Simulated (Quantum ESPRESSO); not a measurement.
# MoS2 (P-3m1) in Quantum ESPRESSO: settings compared, part 2 of 2

Quantum ESPRESSO 7.5. Earlier steps stand in the parts before.

## (5) Single point, LDA, 18.60 Å³/atom

Contents of pw.in:

```
&CONTROL
  calculation = 'scf'
  prefix = 'pwscf'
  outdir = './tmp'
  pseudo_dir = './pseudo'
  tprnfor = .true.
  tstress = .true.
  disk_io = 'nowf'
/
&SYSTEM
  ibrav = 0
  nat = 3
  ntyp = 2
  ecutwfc = 45
  ecutrho = 360
  nbnd = 20
  occupations = 'smearing'
  smearing = 'fd'
  degauss = 0.00367493
/
&ELECTRONS
  conv_thr = 6d-10
  electron_maxstep = 120
  mixing_beta = 0.5
/
ATOMIC_SPECIES
Mo    95.9500 mo_lda_v1.uspp.F.UPF
S     32.0600 s_lda_v1.4.uspp.F.UPF
CELL_PARAMETERS angstrom
   3.2058030729    0.0000000000    0.0000000000
  -1.6029015365    2.7763069006    0.0000000000
   0.0000000000    0.0000000000    6.2701065500
ATOMIC_POSITIONS crystal
Mo     0.0000000000    0.0000000000    0.5000000000
S      0.6666666667    0.3333333333    0.7446806800
S      0.3333333333    0.6666666667    0.2553193200
K_POINTS automatic
9 9 4 0 0 0
```

Command:

```
OMP_NUM_THREADS=1 mpirun -n 2 pw.x -nk 2 -in pw.in > pw.out
```

It took 22 s on 2 MPI ranks of Arm Neoverse V1, shared host; peak memory 0.28 GiB.

The run converged. Its results:

* Free energy: -2555.5826 eV
* Pressure: -3.6 GPa
* Largest force: 0.170 eV/Å
* Band gap on the k mesh: none (metal or under the smearing width)

## (6) Single point, LDA, 18.98 Å³/atom

Changes to pw.in since step 5:

```diff
@@ -29,5 +29,5 @@
 CELL_PARAMETERS angstrom
-   3.2058030729    0.0000000000    0.0000000000
-  -1.6029015365    2.7763069006    0.0000000000
-   0.0000000000    0.0000000000    6.2701065500
+   3.2274645616    0.0000000000    0.0000000000
+  -1.6137322808    2.7950663001    0.0000000000
+   0.0000000000    0.0000000000    6.3124734200
 ATOMIC_POSITIONS crystal
```

Potentials or basis: GBRV 1.5 LDA.

Command:

```
OMP_NUM_THREADS=1 mpirun -n 2 pw.x -nk 2 -in pw.in > pw.out
```

It took 26 s on 2 MPI ranks of Arm Neoverse V1, shared host; peak memory 0.28 GiB.

It converged, with:

```yaml
Free_energy: -2555.5490 eV
Pressure: -6.1 GPa
Largest_force: 0.152 eV/Å
Band_gap_on_the_k_mesh: none (metal or under the smearing width)
```

## (7) Single point, LDA, 19.36 Å³/atom

Changes to pw.in since step 6:

```diff
@@ -29,5 +29,5 @@
 CELL_PARAMETERS angstrom
-   3.2274645616    0.0000000000    0.0000000000
-  -1.6137322808    2.7950663001    0.0000000000
-   0.0000000000    0.0000000000    6.3124734200
+   3.2488391220    0.0000000000    0.0000000000
+  -1.6244195610    2.8135772124    0.0000000000
+   0.0000000000    0.0000000000    6.3542790981
 ATOMIC_POSITIONS crystal
```

Command:

```
OMP_NUM_THREADS=1 mpirun -n 2 pw.x -nk 2 -in pw.in > pw.out
```

Wall time 26 s (2 MPI ranks of Arm Neoverse V1, shared host); peak memory 0.3 GiB.

The run converged. Its results:

```yaml
Free_energy: -2555.4980 eV
Pressure: -8.5 GPa
Largest_force: 0.451 eV/Å
Band_gap_on_the_k_mesh: none (metal or under the smearing width)
```

## (8) Single point, LDA, 19.74 Å³/atom

Changes to pw.in since step 7:

```diff
@@ -29,5 +29,5 @@
 CELL_PARAMETERS angstrom
-   3.2488391220    0.0000000000    0.0000000000
-  -1.6244195610    2.8135772124    0.0000000000
-   0.0000000000    0.0000000000    6.3542790981
+   3.2699360711    0.0000000000    0.0000000000
+  -1.6349680355    2.8318477062    0.0000000000
+   0.0000000000    0.0000000000    6.3955418068
 ATOMIC_POSITIONS crystal
```

Command:

```
OMP_NUM_THREADS=1 mpirun -n 2 pw.x -nk 2 -in pw.in > pw.out
```

Wall time 25 s (2 MPI ranks of Arm Neoverse V1, shared host); peak memory 0.3 GiB.

Results (log left out):

```yaml
Free_energy: -2555.4315 eV
Pressure: -10.5 GPa
Largest_force: 0.728 eV/Å
Band_gap_on_the_k_mesh: none (metal or under the smearing width)
```

## (9) Single point, LDA, 20.12 Å³/atom

Changes to pw.in since step 8:

```diff
@@ -29,5 +29,5 @@
 CELL_PARAMETERS angstrom
-   3.2699360711    0.0000000000    0.0000000000
-  -1.6349680355    2.8318477062    0.0000000000
-   0.0000000000    0.0000000000    6.3955418068
+   3.2907642509    0.0000000000    0.0000000000
+  -1.6453821255    2.8498854391    0.0000000000
+   0.0000000000    0.0000000000    6.4362788402
 ATOMIC_POSITIONS crystal
```

Potentials or basis: GBRV 1.5 LDA.

Command:

```
OMP_NUM_THREADS=1 mpirun -n 2 pw.x -nk 2 -in pw.in > pw.out
```

It took 27 s on 2 MPI ranks of Arm Neoverse V1, shared host; peak memory 0.3 GiB.

It converged, with:

```yaml
Free_energy: -2555.3511 eV
Pressure: -12.4 GPa
Largest_force: 0.985 eV/Å
Band_gap_on_the_k_mesh: none (metal or under the smearing width)
```

## (10) Equation of state, LDA

This step only gathers the single runs of the series.

Results:

| Property | Result |
| --- | --- |
| Equilibrium volume | 18.16 Å³/atom |
| Bulk modulus at fixed shape and positions | 150 GPa |
| Pressure derivative of the bulk modulus | 4.5 |

Energy against volume, from the lowest point:
```
volume (Å³/atom)  energy (meV/atom)
          17.843               2.59
          18.222               0.00
          18.602               4.72
          18.982              15.92
          19.361              32.92
          19.741              55.10
          20.120              81.91
```

Caveat: the cell was scaled at fixed shape and fractional positions, which overstates the stiffness of a crystal with free parameters, most of all of layers and chains.

## (11) For comparison

An earlier run on the cell as given: functional PBEsol; potentials or basis GBRV 1.5 PBEsol; cutoff 612 eV; density cutoff 4898 eV; k mesh 9 × 9 × 4; occupations fermi-dirac, width 0.05 eV; no spin polarisation.

* Pressure: -3.7 GPa
* Largest force: 0.003 eV/Å
* Band gap on the k mesh: none (metal or under the smearing width)

## (12) Overview

| task | level | potentials or basis | form of the LDA correlation | gap on the mesh (eV) | pressure (GPa) |
| --- | --- | --- | --- | --- | --- |
| band structure | PBEsol | GBRV 1.5 PBEsol | - | none | -3.7 |
| equation of state | LDA | GBRV 1.5 LDA | PZ81 | - | - |
| single point | PBEsol | GBRV 1.5 PBEsol | - | none | -3.7 |

Alike in all rows: no spin polarisation; cell as given; k mesh 9 × 9 × 4; cutoff (eV) 612; smearing fermi-dirac 0.05 eV.

Caveats: this functional lacks dispersion, which binds the layers, so the pressure and a relaxed spacing across them are unreliable (some runs); some levels on the path didn't converge (some runs); the cell was scaled at fixed shape and fractional positions, which overstates the stiffness of a crystal with free parameters, most of all of layers and chains (some runs).

Absolute energies hang on the potentials; compare differences alone.
